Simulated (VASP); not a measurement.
# KF (Carobbiite): K into a neighbouring K vacancy, part 5 of 5

How hard is this move in KF (Carobbiite): K into a neighbouring K vacancy? Both ends are relaxed first, then a band of images between them. The start is a cell from a database of measured crystal structures.

VASP 6.6.1; PBEsol; plane waves and PAW (K_pv, F).

So far. Step 3 (Relax the start): The run ended after 8 ionic steps, 0.647 eV below its first step, once the forces on the free atoms met EDIFFG = -0.05. Step 4 (Relax the end): The run ended after 9 ionic steps, 0.698 eV below its first step, once the forces on the free atoms met EDIFFG = -0.05.

**5. Nudged elastic band (continued)**

OUTCAR, selected parts (step 5):

```text
NELECT = 372

 ion  position               nearest neighbor table
   1  0.000  0.000  0.246-  33 2.20  45 2.20  27 2.91  52 2.91   3 3.34   9 3.34   7 3.35  19 3.35
                            46 3.50  34 3.50  16 3.93  22 3.93  10 4.35   4 4.35  20 4.36   8 4.36
   2  0.999  1.000  0.670-  35 2.66  47 2.66  28 2.69  53 2.69  46 2.70  34 2.71   6 3.74  18 3.74
                             5 3.74  11 3.75  20 3.80   8 3.80   4 3.80  10 3.81  17 3.82  23 3.82
   3  1.000  0.326  0.002-  45 2.63  29 2.65  27 2.68  50 2.70  48 2.72  32 2.74   1 3.34   9 3.72
                             5 3.75  21 3.75  22 3.79   4 3.80  14 3.82  12 3.83  24 3.83   8 3.87
   4  0.999  0.332  0.334-  46 2.67  27 2.67  28 2.68  48 2.68  49 2.70  30 2.70  22 3.77  10 3.79
                            25 3.80  23 3.80   3 3.80   2 3.80  12 3.81  13 3.81   5 3.84   6 3.84
   5  0.999  0.328  0.673-  47 2.65  29 2.65  50 2.69  28 2.69  49 2.71  31 2.72  21 3.73  11 3.73
                             2 3.74   3 3.75  23 3.81  14 3.82  26 3.82  13 3.83   4 3.84   8 3.84
   6  1.000  0.672  0.000-  35 2.64  51 2.65  30 2.68  53 2.69  32 2.72  48 2.72  15 3.73  18 3.73
                             2 3.74   7 3.74  17 3.81  25 3.82  12 3.83  24 3.83   8 3.84   4 3.84
   7  0.999  0.674  0.328-  33 2.64  51 2.65  52 2.67  30 2.70  31 2.72  49 2.74   1 3.35  19 3.71
                            15 3.74   6 3.74  16 3.80   8 3.81  25 3.82  13 3.83  26 3.83   4 3.87
   8  0.000  0.668  0.665-  52 2.67  34 2.67  53 2.68  31 2.68  32 2.69  50 2.70  16 3.77  20 3.78
                            17 3.80  14 3.80   2 3.80   7 3.81  26 3.81  24 3.82   5 3.84   6 3.84
   9  0.326  1.000  0.002-  33 2.63  29 2.65  27 2.68  44 2.70  42 2.73  38 2.73   1 3.34   3 3.72
                            15 3.74  11 3.75  16 3.80  10 3.81  14 3.82  12 3.83  24 3.84  20 3.87
  10  0.332  0.999  0.334-  27 2.67  34 2.67  28 2.68  42 2.68  36 2.69  43 2.69  16 3.77   4 3.79
                            17 3.80  25 3.80   9 3.81   2 3.81  12 3.81  13 3.81  11 3.83  18 3.83
  11  0.327  0.000  0.672-  35 2.65  29 2.65  28 2.69  44 2.69  43 2.72  37 2.72   5 3.73  15 3.73
                             2 3.75   9 3.75  17 3.81  14 3.82  13 3.82  10 3.83  26 3.83  20 3.84
  12  0.333  0.334  0.999-  27 2.64  41 2.67  32 2.68  36 2.68  38 2.69  30 2.69  23 3.78  17 3.78
                            14 3.79  13 3.80   4 3.81  10 3.81  21 3.81  15 3.82   6 3.83  18 3.83
  13  0.332  0.334  0.334-  31 2.68  37 2.68  39 2.68  28 2.68  30 2.68  36 2.69  14 3.80  16 3.80
[...]
52  0.830  0.830  0.504-  26 2.65  20 2.67   8 2.67   7 2.67  19 2.68   1 2.91
  53  0.832  0.832  0.833-   8 2.68  24 2.68  20 2.68  18 2.69   6 2.69   2 2.69

  tangential force (eV/A)        -0.483138
  left and right image   1.078192  1.072691 A

  tangential force (eV/A)        -0.481593
  left and right image   1.085798  1.081196 A

 E-fermi :  -4.6124

 k-point     1 :       0.0000    0.0000    0.0000
  band No.  band energies     occupation
    ...
    182      -4.9343      2.00000
    183      -4.9302      2.00000
    184      -4.9072      2.00000
    185      -4.8584      2.00000
    186      -4.8419      2.00000
    187       0.9126      0.00000
    188       3.0081      0.00000
    189       3.0909      0.00000
    190       3.1286      0.00000
    191       3.2374      0.00000
    ...

 POSITION                                       TOTAL-FORCE (eV/Angst)
 -----------------------------------------------------------------------------------
      2.05327      2.04803     -0.00683         0.300370      0.302539     -0.001379
     13.41637     13.41143     16.09586         0.006455      0.006653     -0.000182
      2.70628      7.94581     10.75767        -0.039541      0.016116     -0.056643
      5.30121     10.72474     10.65707         0.016263     -0.003089      0.030574
      8.05083     13.50904     10.63860        -0.005187     -0.019137      0.016039
      5.45473      8.04206     13.49721        -0.017968     -0.005740     -0.011662
      7.94056     10.74704     13.38093         0.020470     -0.039799      0.053797
     10.72225      5.29300      5.43641        -0.003636      0.016496     -0.032133
      7.94891      2.70408     10.75536         0.016073     -0.040222     -0.053573
     10.72747      5.29843     10.65631        -0.001767      0.016483      0.031416
      5.45914      8.05064      2.58810        -0.017940     -0.009108      0.016179
     10.69127     10.68822      5.30900        -0.019029     -0.018762      0.010967
      5.36609      5.36539      5.37760        -0.011849     -0.014733     -0.031150
      8.06220      8.06077      5.36810         0.005219      0.003808      0.013596
     13.32453     10.66859      8.04362         0.033066     -0.009703      0.000785
      8.04591      5.43437      8.04414        -0.014687     -0.028070      0.001075
     10.68712      8.04283      8.04486         0.019453     -0.026934     -0.003108
      8.04734      5.45242     13.49841        -0.009146     -0.018915     -0.012519
     10.74799      7.93874     13.38193        -0.037577      0.019098      0.053352
      5.29712     10.71837      5.43601         0.015624     -0.002388     -0.031200
     10.67451     13.31975      8.04599        -0.011992      0.034274     -0.001251
      5.43940      8.04107      8.04563        -0.028948     -0.013203      0.000159
      8.04728     10.68343      8.04477        -0.026069      0.018689     -0.003250
      5.37069      5.36661     10.71450        -0.010972     -0.008970      0.031074
[...]
-----------------------------------------------------------------------------------
    total drift:                               -0.010524     -0.006941     -0.005732

  FREE ENERGIE OF THE ION-ELECTRON SYSTEM (eV)
  ---------------------------------------------------
  free  energy   TOTEN  =      -225.7717951846 eV

  energy  without entropy=     -225.7717951846  energy(sigma->0) =     -225.77179518

  tangential force (eV/A)        -0.479934
  left and right image   1.095593  1.091781 A

[... 6 parts as in an earlier step ...]

[... 2 further parts left out ...]
```

Images along the path:

| image | path (A) | energy (eV) | K1: x, y, z (Å) |
| --- | --- | --- | --- |
| 0 | 0.000 | 0.0000 | 10.673, 2.627, 8.054 |
| 1 | 1.096 | 0.3458 | 10.104, 2.048, 8.043 |
| 2 | 2.187 | 0.7416 | 9.394, 1.340, 8.054 |
| 3 | 3.279 | 0.3476 | 8.685, 0.633, 8.046 |
| 4 | 4.373 | 0.0005 | 8.113, 0.054, 8.046 |

Numbers from this step:

```yaml
electronic_cycles: 124
path_length: 4.373 Å
barrier: 0.7416 eV
barrier_in_the_reverse_direction: 0.7411 eV
barrier_from_a_spline_through_the_images: 0.7415 eV
reaction_energy: 4.75e-4 eV
```

What the program prints for this run, and its count of cycles, belong to image 1; the force that counts for the threshold is the band's, across the path.

**6. Summary of results**

| Property | Result |
| --- | --- |
| hop | K into a neighbouring K vacancy |
| barrier | 0.742 eV |
| barrier in the reverse direction | 0.741 eV |
| barrier from a spline through the images | 0.742 eV |
| reaction energy | 4.7e-4 eV |
| path length | 4.37 Å |

**Reading.** The barrier is 0.74 eV forwards and 0.74 eV backwards. With an attempt frequency of 10¹³ per second, taken as a typical value, this barrier gives about 10^1 hops a second at 300 K. Both ends are alike and an image sits at the midpoint, which is the saddle if the path is symmetric. The band met its force threshold after 16 steps. Cell and mesh are small and were not tested. The band started on a straight line, so other routes may lie lower.

[Lines on the potential files, build, host, timing and source positions are cut from VASP's logs without a mark.]

[Logs are printed without paths, hosts, clocks, repeated set-up lines and the standing remarks that a program may print on its own settings, such as how far it seeks lower states.]

[Hosts, paths, dates, database ids (printed as entryN), source tags and the programs' standing remarks are cut or masked in the printed files.]

[Runs that stopped without an error message from VASP are left out.]
